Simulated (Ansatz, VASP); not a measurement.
**Cross-check of AlCo between VASP and Ansatz**

One calculation is typed for both programs; each brings its own data sets. How far apart do they land? The structure shown is the end of the Ansatz relaxation below.

Calculated with Ansatz 0.2.0; plane waves, with VASP 6.6.1 beside it; single point at PBEsol.

## Step 1: The structure

Symmetry: P4/mmm, No. 123, tetragonal system. The conventional cell has a = 2.794 Å, b = 2.794 Å, c = 2.849 Å, α = 90.00°, β = 90.00°, γ = 90.00°. Nearest to Co lie 8 Al at 2.44 Å. Al has 8 Co at 2.44 Å nearest. Farther neighbours are not listed.

## Step 2: Ansatz: relaxation, PBEsol

Ansatz runs on its PAW soft_1 files.

This run makes the geometry at which the two programs are then compared.

input.yaml

```yaml
crystal:
  lattice:
    - [2.79427698, 0.0, 0.0]
    - [0.0, 2.79427698, 0.0]
    - [0.0, 0.0, 2.839437012]
  atoms:
    - { symbol: Co, position: [0.5, 0.5, 0.5] }
    - { symbol: Al, position: [0.0, 0.0, 0.0] }
kpoints:
  mp_grid: { grid: [15, 15, 15] }
scf:
  occupations: { method: fermi_dirac, width: 0.05 }
hamiltonian:
  xc: pbesol
  pseudopotentials: { kind: paw, azcp: { folder: soft_1 }, xc_functional: pbe }
basis:
  ecutwfc: 600
output:
  forces: true
  stress: true
relax:
  f_tol: 0.005
  max_steps: 70
  cell: { stress_tol: 0.02, p_target: 0, fix: [a, b, alpha, beta, gamma] }
```

Started as:

```
ansatz run input.yaml --threads 4 --pin off --max-ram 10240MiB --backend cpu --events-out ev --progress --plain --runs-dir out
```

Numbers of over 12 decimals in the logs are rounded to 6 here.

What it wrote:

```text
Engine: ansatz 0.2.0, aarch64-unknown-linux-gnu
Pseudopotentials: kind: paw
Pseudopotential: Co, paw, valence charge 17, recommended cutoff 420 eV (normal), soft_1/Co.paw.azcp
Pseudopotential: Al, paw, valence charge 3, recommended cutoff 420 eV (normal), soft_1/Al.paw.azcp
Functional definition: PBEsol
  exchange = pbesol_x
  correlation = pbesol_c
Crystal: 2 atoms, lattice volume = 22.170 Å³
Basis set: ecut = 600 eV, 739 PW (Γ), exchange–correlation on 48×48×48 points (8 copies of the dense FFT grid, shifted against one another)
Bands: 14, of which v1, the nominal top of the filled ones, is band 10 counted from 1 (9 counted from 0)
Symmetry: 16 space group operations
Space group: P4/mmm (ITA 123), of the structure as read, at distance tolerance 2.8e-5 Å
k-points: 288 of 3375
Non-local potential: Co, projectors of the file, l = 0: 3, l = 1: 2, l = 2: 3, l = 3: 1
Non-local potential: Al, projectors of the file, l = 0: 2, l = 1: 2, l = 2: 1
PAW form: soft (Blöchl's): semilocal exchange-correlation on the pseudo side does not see the compensation charge
PAW frozen core: Co, regenerated for the run's functional, and the local potential with it (the file was generated under x = pbe(κ = 0.804, μ = 0.219515), c = pbe(β = 0.066725))
PAW frozen core: Al, regenerated for the run's functional, and the local potential with it (the file was generated under x = pbe(κ = 0.804, μ = 0.219515), c = pbe(β = 0.066725))
PAW one-centre angular grid: Co, 590 points (default); XC on 64 Gauss nodes
PAW one-centre angular grid: Al, 110 points (default); XC on 64 Gauss nodes
Initial density: superposition of atomic densities (chi_scale 0.1, normalization cell, long waves kept (reshape's long-wave potential 0.00 eV rms))
Initial wavefunctions: pseudopotential atomic-orbital guess
Functional: x = pbesol(κ = 0.804, μ = 0.123457), c = pbesol(β = 0.046)
SCF iter   1: F=—  HF=-5618.987361 eV  |F-HF|=—  |Δ(HF+E_count)|=         —  Δρ=6.77e-2  dr2=8.67e-1  ethr=3.10e-3  ⟨swp⟩=4.4  Hψ=18883  notcnv=0
preconditioner: auto → none  [metal: Δε(μ)=0.022 eV  Ē_g=8.787 eV  σ=0.050 eV  W_gap=0.11  n_scr=6 (ndim 8)  ℏωp=27.3 eV  f_vac=0.000  D(μ)=0.80/eV (n_scr^D=6)  sad-step TF]
SCF iter   2: F=—  HF=-5618.975008 eV  |F-HF|=—  |Δ(HF+E_count)|=   1.24e-2  Δρ=7.51e-2  dr2=1.09e0  ethr=3.10e-3  ⟨swp⟩=1.2  Hψ=6387  notcnv=0
SCF iter   3: F=—  HF=-5618.786624 eV  |F-HF|=—  |Δ(HF+E_count)|=   1.88e-1  Δρ=1.49e-2  dr2=4.03e-2  ethr=3.10e-3  ⟨swp⟩=2.1  Hψ=5320  notcnv=0
SCF iter   4: F=—  HF=-5618.779598 eV  |F-HF|=—  |Δ(HF+E_count)|=   7.03e-3  Δρ=7.26e-4  dr2=3.38e-5  ethr=2.01e-4  ⟨swp⟩=2.0  Hψ=7323  notcnv=0  defer=1
SCF iter   5: F=—  HF=-5618.779629 eV  |F-HF|=—  |Δ(HF+E_count)|=   3.04e-5  Δρ=2.21e-4  dr2=5.22e-6  ethr=1.69e-7  ⟨swp⟩=2.1  Hψ=6324  notcnv=0  defer=1
SCF iter   6: F=-5618.779627 eV  HF=-5618.779627 eV  |F-HF|=5.47e-8  |Δ(HF+E_count)|=   1.42e-6  Δρ=2.41e-5  dr2=4.13e-8  ethr=5.00e-10  ⟨swp⟩=3.6  Hψ=17229  notcnv=0
SCF 1 converged in 6 iterations: F = -5618.779627 eV  dr2 = 4.13e-8
  greatest PAW one-centre occupation: 1.001 electrons in one spin orbital (limit 2), on the Co atom at site 0 (counted from 0), in its partial waves of l = 1
relax step   1: F+E_penalty+E_count = -5618.77962716 eV  Δ(F+E_penalty+E_count) = +0.000e0 eV  max|allowed force component| = 4.812e-29 eV/Å  Δτ_max = 0.0000 Å  P = +2.859 GPa  Ω = 22.170 Å³  fix = [a, b, alpha, beta, gamma]  reactions: a +3.790, b +3.790 GPa  (6 SCF iters, dr2 threshold 1.00e-7 eV, accepted)
[...]
relax step   2: F+E_penalty+E_count = -5618.77980742 eV  Δ(F+E_penalty+E_count) = -1.803e-4 eV  max|allowed force component| = 2.914e-29 eV/Å  Δτ_max = 0.0000 Å  P = +2.498 GPa  Ω = 22.211 Å³  energy of the carried Pulay correction = -4.038e-6 eV  fix = [a, b, alpha, beta, gamma]  reactions: a +3.514, b +3.514 GPa  (6 SCF iters, dr2 threshold 2.00e-7 eV, accepted)
[...]
relax step   3: F+E_penalty+E_count = -5618.77985662 eV  Δ(F+E_penalty+E_count) = -4.920e-5 eV  max|allowed force component| = 1.479e-31 eV/Å  Δτ_max = 0.0000 Å  P = +2.183 GPa  Ω = 22.246 Å³  energy of the carried Pulay correction = -7.591e-6 eV  fix = [a, b, alpha, beta, gamma]  reactions: a +3.270, b +3.270 GPa  (6 SCF iters, dr2 threshold 2.00e-7 eV, accepted)
[...]
relax step   4: F+E_penalty+E_count = -5618.77986431 eV  Δ(F+E_penalty+E_count) = -7.683e-6 eV  max|allowed force component| = 1.583e-29 eV/Å  Δτ_max = 0.0000 Å  P = +2.183 GPa  Ω = 22.246 Å³  fix = [a, b, alpha, beta, gamma]  reactions: a +3.270, b +3.270 GPa  stress off target by 9.11e-3 GPa on what of the cell is left free  SCF on the basis re-selected at this cell (its energy is not comparable with the rows above)  (8 SCF iters)
basis re-selected at this cell: Δ(F+E_penalty+E_count) = -7.683e-6 eV, ΔP = -0.000 GPa vs the last step (what re-selecting the basis moved, of the pressure what is left beyond the Pulay correction that the steps carried, after the strain that the cell walked since its last selection, with what the two solves' SCF thresholds leave and, on support functions, any second-order correction that the steps lacked; it is no m [...]
SCF converged after 8 iterations
Free energy (F): -5618.779864 eV
Harris-Foulkes:  -5618.779864 eV  (|F-HF|=9.09e-13)
Internal energy: -5618.773115 eV  (E = F + TS)
E sigma→0 (E₀):  -5618.776490 eV
Entropy (-TS):   -0.006749 eV (-3.374 meV/atom)
Fermi energy:    15.016591 eV
--- Per-component energies (eV) ---
  E_band       = -273.292408
  E_kinetic    = 323.617665
  E_local      = -3444.360017  (includes V_loc(G=0)·N_el)
  E_nonlocal   = 450.584413
  E_hartree    = 1557.731899
  E_xc         = -131.955028
  E_vxc        = -151.500693  (∫ρ·V_xc dr)
  E_paw        = -2000.884833  (= ΣΔE_a)
  E_vpaw       = -567.097552  (= ΣTr[D̂ρ^β])
  E_aug_tail   = -0.000023  (compensation charges beyond the density's cutoff)
  E_ewald      = -2373.714750
  E_core_change = 0.207559  (= ΣΔE_core)
  E_smearing   = -0.006749  (= −TS)
  E_closure    = 0.000000  (closes the sum)
  Σ components = -5618.779864   (vs F -5618.779864, Δ=0.00e0)
--- Forces (eV/Å), atoms counted from 1 ---
  atom   1  Co     0.00000000     0.00000000     0.00000000
  atom   2  Al    -0.00000000     0.00000000     0.00000000
  max |Σ_I F_I| component: 3.15e-29 eV/Å
--- Stress (GPa, compression-positive) ---
        3.269790       0.000000       0.000000
        0.000000       3.269790       0.000000
        0.000000       0.000000       0.009107
  P = ⅓ Tr σ = 2.1829 GPa (21.829 kbar)
--- Relaxed structure (3 steps of the walk, 3 accepted, 1 SCFs on fresh bases) ---
  F+E_penalty+E_count = -5618.77986431 eV   max|allowed force component| = 1.583e-29 eV/Å   (the final SCF, on the basis selected at the relaxed cell)
  cell:  # Å, volume = 22.2461 Å³
    - [2.79427698, 0.0, 0.0]
    - [0.0, 2.79427698, 0.0]
    - [0.0, 0.0, 2.849150]
  atoms:
    - { symbol: Co, position: [0.5, 0.5, 0.500000] }
    - { symbol: Al, position: [0, 0, 0.0] }
```

In the SCF lines HF is the Harris–Foulkes energy and dr2 the Hartree energy of the density residual, in eV; the loop may stop once dr2 is under the threshold and the program's other checks hold. Hψ counts applications of the Hamiltonian.

## Step 3: VASP: single point, PBEsol, pair 1

The same cell, functional, mesh and smearing now go to VASP, with its own data sets.

Lines of VASP's logs that name or quote its potential files are left out, and so is its time.

INCAR

```
SYSTEM = AlCo
PREC = Accurate
ENCUT = 600
EDIFF = 1E-06
NELM = 120
ISMEAR = -1
SIGMA = 0.05
LREAL = .FALSE.
ALGO = Normal
GGA = PS
NBANDS = 12
LASPH = .TRUE.
LORBIT = 11
LWAVE = .FALSE.
LCHARG = .FALSE.
ISIF = 2
GGA_COMPAT = .FALSE.
KPAR = 2
```

POSCAR

```
AlCo
1.0
    2.7942769800      0.0000000000      0.0000000000
    0.0000000000      2.7942769800      0.0000000000
    0.0000000000      0.0000000000      2.8491501715
Co Al
1 1
Direct
    0.5000000000      0.5000000000      0.5000000000
    0.0000000000      0.0000000000      0.0000000000
```

KPOINTS

```
Automatic mesh
0
Gamma
15 15 15
0 0 0
```

The projector-augmented-wave data sets are Co and Al (PBE family, release 64).

Started as:

```
mpirun -np 2 vasp_std
```

What it wrote:

```text
[banner, memory and clock lines left out]
running    2 mpi-ranks, on    1 nodes
 distrk:  each k-point on    1 cores,    2 groups
 distr:  one band on    1 cores,    1 groups

 POSCAR found type information on POSCAR CoAl
 POSCAR found :  2 types and       2 ions
|                                                                             |
|               ----> ADVICE to this user running VASP <----                  |
|                                                                             |
|     You enforced a specific xc type in the INCAR file but a different       |
|     [... a line on the potential file left out ...]
|     I HOPE YOU KNOW WHAT YOU ARE DOING!                                     |
|                                                                             |

 LDA part: xc-table for (Slater+PW92), standard interpolation
 POSCAR, INCAR and KPOINTS ok, starting setup
 FFT: planning ... GRIDC
 FFT: planning ... GRID_SOFT
 FFT: planning ... GRID
 WAVECAR not read
 entering main loop
       N       E                     dE             d eps       ncg     rms          rms(c)
DAV:   1     0.391851231288E+02    0.39185E+02   -0.58728E+03  6984   0.120E+03
DAV:   2    -0.132178802690E+02   -0.52403E+02   -0.48286E+02  7068   0.191E+02
DAV:   3    -0.149777459077E+02   -0.17599E+01   -0.17417E+01  8332   0.414E+01
DAV:   4    -0.150049285052E+02   -0.27183E-01   -0.27173E-01  7820   0.463E+00
DAV:   5    -0.150058372474E+02   -0.90874E-03   -0.90872E-03  8592   0.931E-01    0.136E+01
DAV:   6    -0.177912332882E+02   -0.27854E+01   -0.67199E+01  7720   0.113E+02    0.178E+01
DAV:   7    -0.131278005598E+02    0.46634E+01   -0.31310E+01  7808   0.715E+01    0.195E+00
DAV:   8    -0.130949864419E+02    0.32814E-01   -0.20586E-01  7592   0.369E+00    0.117E+00
DAV:   9    -0.130803129827E+02    0.14673E-01   -0.24282E-02  9208   0.197E+00    0.316E-01
DAV:  10    -0.130798124321E+02    0.50055E-03   -0.45968E-04  8048   0.184E-01    0.149E-01
DAV:  11    -0.130797887471E+02    0.23685E-04   -0.25289E-05  8624   0.487E-02    0.902E-03
DAV:  12    -0.130797882475E+02    0.49962E-06   -0.92209E-07  6136   0.879E-03
   1 F= -.13079788E+02 E0= -.13076372E+02  d E =-.683224E-02
```

From OUTCAR (step 3):

```text
ion  position               nearest neighbor table
   1  0.500  0.500  0.500-   2 2.44   2 2.44   2 2.44   2 2.44   2 2.44   2 2.44   2 2.44   2 2.44

  LATTYP: Found a simple tetragonal cell.
 ALAT       =     2.7942769800
 C/A-ratio  =     1.0196377066

 Subroutine GETGRP returns: Found 16 space group operations
 (whereof 16 operations were pure point group operations)

The static configuration has the point symmetry D_4h.

 Found    288 irreducible k-points:

   k-points           NKPTS =    288   k-points in BZ     NKDIM =    288   number of bands    NBANDS=     12

   dimension x,y,z NGX =    24 NGY =   24 NGZ =   24
   dimension x,y,z NGXF=    48 NGYF=   48 NGZF=   48

   ENCUT  =  600.0 eV  44.10 Ry    6.64 a.u.   5.58  5.58  5.69*2*pi/ulx,y,z

   NELECT =      12.0000    total number of electrons

 k-points in reciprocal lattice and weights: Automatic mesh
   0.00000000  0.00000000  0.00000000       0.000
   0.06666667  0.00000000  0.00000000       0.001
   0.13333333  0.00000000  0.00000000       0.001
   0.20000000  0.00000000  0.00000000       0.001
   0.26666667  0.00000000  0.00000000       0.001
   0.33333333  0.00000000  0.00000000       0.001
   0.40000000  0.00000000  0.00000000       0.001
   0.46666667  0.00000000  0.00000000       0.001
   0.06666667  0.06666667  0.00000000       0.001
[...]
0.46666667  0.40000000  0.46666667       0.005
   0.46666667  0.46666667  0.46666667       0.002

 average (electrostatic) potential at core
       1 -77.1360       2 -68.3419

 E-fermi :  10.9659

 k-point     1 :       0.0000    0.0000    0.0000
  band No.  band energies     occupation
    ...
      2       7.8023      2.00000
      3       7.8380      2.00000
      4      10.0980      2.00000
      5      10.0980      2.00000
      6      10.1747      2.00000
      7      16.6730      0.00000
      8      17.3974      0.00000
      9      17.3974      0.00000
     10      19.8235      0.00000
     11      19.9720      0.00000
    ...

 k-point     2 :       0.0667    0.0000    0.0000
  band No.  band energies     occupation
    ...
      2       7.8152      2.00000
      3       7.8467      2.00000
      4      10.0446      2.00000
      5      10.1034      2.00000
      6      10.1266      2.00000
      7      16.5028      0.00000
      8      16.7995      0.00000
      9      17.5184      0.00000
     10      19.8399      0.00000
     11      20.7601      0.00000
    ...

 k-point     3 :       0.1333    0.0000    0.0000
  band No.  band energies     occupation
    ...
      2       7.7910      2.00000
      3       7.9114      2.00000
      4       9.9007      2.00000
      5       9.9960      2.00000
      6      10.1188      2.00000
      7      15.0071      0.00000
      8      17.1636      0.00000
      9      17.8687      0.00000
     10      19.8028      0.00000
     11      22.0081      0.00000
    ...

  Total        0.4703157      0.4703157      0.0189478      0.0000000     -0.0000000      0.0000000
  in kB       33.8723896     33.8723896      1.3646287      0.0000000     -0.0000000      0.0000000
  external PRESSURE =      23.0364693 kB  Pullay stress =       0.0000000 kB

  energy-cutoff  :      600.00
  volume of cell :       22.25
      direct lattice vectors                 reciprocal lattice vectors
     2.794276980  0.000000000  0.000000000     0.357874329  0.000000000  0.000000000
     0.000000000  2.794276980  0.000000000     0.000000000  0.357874329  0.000000000
     0.000000000  0.000000000  2.849150171     0.000000000  0.000000000  0.350981851

 POSITION                                       TOTAL-FORCE (eV/Angst)
 -----------------------------------------------------------------------------------
      1.39714      1.39714      1.42458         0.000000      0.000000      0.000000
      0.00000      0.00000      0.00000         0.000000      0.000000      0.000000
 -----------------------------------------------------------------------------------
    total drift:                                0.000000      0.000000     -0.000000

  FREE ENERGIE OF THE ION-ELECTRON SYSTEM (eV)
  ---------------------------------------------------
  free  energy   TOTEN  =       -13.0797882475 eV

  energy  without entropy=      -13.0729560107  energy(sigma->0) =      -13.07637213

 total charge
# of ion       s       p       d       tot
------------------------------------------
    1        0.452   0.542   7.541   8.534
    2        0.399   0.446   0.000   0.845
--------------------------------------------------
tot          0.850   0.988   7.541   9.379

[... 3 further parts left out ...]
```

This run has no spin polarisation, so a moment on Co, if there is one, isn't seen.

## Step 4: Comparison

Known differences besides the potentials themselves: the data sets hold 20 valence electrons in Ansatz (on its PAW soft_1 files) and 12 in VASP; Ansatz makes its cores anew for this functional, VASP keeps those of its PBE data sets; Ansatz's pressure holds a Pulay correction, VASP's none. Total energies have different zeros and are not compared.

The two programs side by side:

```
      quantity  Ansatz  VASP  difference
pressure (GPa)    2.18  2.30       -0.12
```

## Step 5: Ansatz: relaxation, PBEsol

This run makes the geometry at which the two programs are then compared. The cell compared in this pair holds 23.05 Å³, against 22.25 Å³ for the pair before.

The structure compared here is the end of the Ansatz relaxation.

input.yaml, the sections that differ from step 2:

```yaml
crystal:
  lattice:
    - [2.87895204, 0.0, 0.0]
    - [0.0, 2.87895204, 0.0]
    - [0.0, 0.0, 2.788631976]
  atoms:
    - { symbol: Co, position: [0.5, 0.5, 0.5] }
    - { symbol: Al, position: [0.0, 0.0, 0.0] }
output:
  forces: true
  stress: true
  write_density: true
  write_potential: true
  elf: true
  volumetric_format: npy
# kpoints, scf, hamiltonian, basis, relax: as in step 2
```

Started as:

```
ansatz run input.yaml --threads 4 --pin off --max-ram 10240MiB --backend cpu --events-out ev --progress --plain --runs-dir out
```

What it wrote:

```text
[...]
Crystal: 2 atoms, lattice volume = 23.113 Å³
Basis set: ecut = 600 eV, 751 PW (Γ), exchange–correlation on 48×48×48 points (8 copies of the dense FFT grid, shifted against one another)
Bands: 14, of which v1, the nominal top of the filled ones, is band 10 counted from 1 (9 counted from 0)
Symmetry: 16 space group operations
[...]
k-points: 288 of 3375
[...]
k-point 287: bands = [... 6 lower, 10.4889, 14.0661, 14.1887, 16.2594, 16.7337, 16.8282, 18.5542, 19.7533]
--- Relaxed structure (3 steps of the walk, 3 accepted, 1 SCFs on fresh bases) ---
[...]
cell:  # Å, volume = 23.0502 Å³
    - [2.87895204, 0.0, 0.0]
    - [0.0, 2.87895204, 0.0]
    - [0.0, 0.0, 2.781027]
  atoms:
    - { symbol: Co, position: [0.500000, 0.500000, 0.500000] }
    - { symbol: Al, position: [0, 0, 0.0] }
[key lines of the parts left out:]
SCF converged after 7 iterations
Free energy (F): -5618.765792 eV
Fermi energy:    14.380616 eV
P = ⅓ Tr σ = -4.3733 GPa (-43.733 kbar)
```

## Step 6: VASP: single point, PBEsol, pair 2

The same cell, functional, mesh and smearing now go to VASP, with its own data sets.

INCAR is that of step 3.

POSCAR

```
AlCo
1.0
    2.8789520400      0.0000000000      0.0000000000
    0.0000000000      2.8789520400      0.0000000000
    0.0000000000      0.0000000000      2.7810273998
Co Al
1 1
Direct
    0.5000000000      0.5000000000      0.5000000000
    0.0000000000      0.0000000000      0.0000000000
```

KPOINTS is that of step 3.

Started as:

```
mpirun -np 2 vasp_std
```

What it wrote:

```text
[banner, memory and clock lines left out]
running    2 mpi-ranks, on    1 nodes
[...]
[... a notice as in an earlier step ...]

 LDA part: xc-table for (Slater+PW92), standard interpolation
 POSCAR, INCAR and KPOINTS ok, starting setup
[...]
entering main loop
       N       E                     dE             d eps       ncg     rms          rms(c)
DAV:   1     0.390755478850E+02    0.39076E+02   -0.58217E+03  6952   0.118E+03
DAV:   2    -0.132305876671E+02   -0.52306E+02   -0.48271E+02  7136   0.190E+02
DAV:   3    -0.149436150498E+02   -0.17130E+01   -0.16960E+01  8384   0.409E+01
DAV:   4    -0.149705764756E+02   -0.26961E-01   -0.26952E-01  7852   0.459E+00
[...]
DAV:  10    -0.130663483375E+02    0.55249E-03   -0.51182E-04  7944   0.182E-01    0.140E-01
DAV:  11    -0.130663270747E+02    0.21263E-04   -0.25087E-05  8624   0.481E-02    0.134E-02
DAV:  12    -0.130663264301E+02    0.64461E-06   -0.11150E-06  6240   0.934E-03
   1 F= -.13066326E+02 E0= -.13062310E+02  d E =-.803193E-02
```

(Continued in part 2 of 2.)

[Lines on the potential files, build, host, timing and source positions are cut from VASP's logs without a mark.]

[Logs are printed without paths, hosts, clocks, repeated set-up lines and the standing remarks that a program may print on its own settings, such as how far it seeks lower states.]

[Hosts, paths, dates, database ids (printed as entryN), source tags and the programs' standing remarks are cut or masked in the printed files.]
